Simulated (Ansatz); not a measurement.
# HfO2 in Ansatz: the effect of pseudo set

HfO2:

```xyz
12
Lattice="5.1180 0.0000 0.0000 0.0000 5.1857 0.0000 -0.8587 0.0000 5.2139" Properties=species:S:1:pos:R:3 pbc="T T T"
Hf    0.8021    2.3870    3.6914
Hf    3.0279    4.9798    4.1294
Hf    3.4573    2.7987    1.5224
Hf    1.2314    0.2059    1.0845
O    -0.3473    0.8733    4.4146
O     4.1773    3.4661    3.4062
O     4.6066    4.3124    0.7993
O     0.0821    1.7196    1.8076
O     1.4549    3.8473    5.1101
O     2.3751    1.2544    2.7107
O     2.8045    1.3384    0.1038
O     1.8842    3.9313    2.5032
```

Alike in all runs:

- Program: Ansatz 0.2.0
- Task: single point
- Functional: PBE
- k mesh: 5 × 5 × 5
- Occupations: fermi-dirac, width 0.05 eV
- Spin: no spin polarisation

| pseudo set | cutoff | pressure (GPa) |
| --- | --- | --- |
| Ansatz PAW | 420 eV (not typed: the program's choice for these potentials) | 5.9 |
| Ansatz PAW accurate | 900 eV | 5.9 |
| JTH PAW | 1380 eV (not typed: the program's choice for these potentials) | 3.3 |
| SPMS NC | 1034 eV (not typed: the program's choice for these potentials) | 3.7 |
| PseudoDojo standard | 1143 eV | 3.5 |
| PseudoDojo stringent | 1796 eV | ? |
| Ansatz PAW earlier set | 930 eV (not typed: the program's choice for these potentials) | 5.9 |
| Ansatz NC | 1240 eV (not typed: the program's choice for these potentials) | 5.8 |

Q: What does the run with pseudo set PseudoDojo stringent give?

A: Pressure 5.1 GPa.

The runs don't all hold the same shells in valence.
